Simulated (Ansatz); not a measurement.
# Ti: the cost of one run

Method: DFT PBE, scalar-relativistic, plane waves, PAW, in Ansatz 0.2.0.

## Step 1: The system as given

It takes space group P6_3/mmc (No. 194, hexagonal). Conventional cell: a = 2.950 Å, b = 2.950 Å, c = 4.686 Å, α = 90.00°, β = 90.00°, γ = 120.00°. Around Ti (site symmetry -6m2) lie 12 Ti at 2.90 to 2.95 Å.

Coordinates:

```
CELL_PARAMETERS angstrom
2.95000 0.00000 0.00000
-1.47500 2.55477 0.00000
0.00000 0.00000 4.68600
ATOMIC_POSITIONS crystal
Ti 0.33333 0.66667 0.25000
Ti 0.66667 0.33333 0.75000
```

The structure comes from the Crystallography Open Database.

(A quick probe on a coarse mesh, which set the mesh and smearing, is not shown.)

## Step 3: Relaxing cell and atoms

input.yaml reads:

```yaml
crystal:
  lattice:
    - [2.9499978604, 0.0, 0.0]
    - [-1.4749989302, 2.5547730882, 0.0]
    - [0.0, 0.0, 4.686]
  atoms:
    - { symbol: Ti, position: [0.3333333333, 0.6666666667, 0.25] }
    - { symbol: Ti, position: [0.6666666667, 0.3333333333, 0.75] }
basis:
  ecutwfc: 420
kpoints:
  mp_grid: { grid: [18, 18, 10] }
hamiltonian:
  xc: pbe
scf:
  occupations: { method: gaussian, width: 0.1 }
output:
  forces: true
  stress: true
  eigenvalues: true
relax:
  adjacent_minimum: "off"
  f_tol: 0.005
  max_steps: 80
  cell: { stress_tol: 0.05 }
```

The run is started by

```sh
$ ansatz run input.yaml --threads 4 --pin off --max-ram 2560MiB --backend cpu --events-out ev --progress --plain --runs-dir out
```

What time and memory should one allow on 4 threads of Intel Xeon at 2.30GHz, shared host?

About 7.8 s, with a peak of 0.51 GiB.
